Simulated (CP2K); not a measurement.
Runs of CP2K 2026.2 on ZrO2. The structure is cubic, space group Fm-3m (No. 225). Conventional cell: a = 5.090 Å, b = 5.090 Å, c = 5.090 Å, α = 90.00°, β = 90.00°, γ = 90.00°. Around Zr (site symmetry m-3m) lie 8 O at 2.20 Å. O (site symmetry -43m) is surrounded by 4 Zr at 2.20 Å. Measurements of this composition are mostly on another form, of space group No. 14.

```csv
level,cutoff of the non-local correlation (Ry),gap on the mesh (eV),pressure (GPa)
PBE,-,3.49,5.8
LDA,-,3.37,-4.6
revPBE,-,(b),8.6
optB88-vdW,300,3.50,(a)
PBEsol,-,(c),-0.7
```

Alike in all rows: task atomic charges; potentials or basis POTENTIAL_UZH Zr GTH-PBE-q12, O GTH-PBE-q6; TZVP-MOLOPT-PBE-GTH basis; no spin polarisation; cell as given; k mesh 9 × 9 × 9; smearing fermi-dirac 0.05 eV.

Task: Estimate the missing entries.

Result: (a) 5.0; (b) 3.52; (c) 3.43.

Caveats: an odd mesh through Γ misses points on the zone boundary, where band edges often lie; the basis of atomic orbitals isn't converged, which shifts pressures, moduli and gaps; the potentials were made for another functional, which shifts forces and pressure (some runs).

A k mesh can miss the band edges, and the runs leave out spin-orbit coupling on Zr.
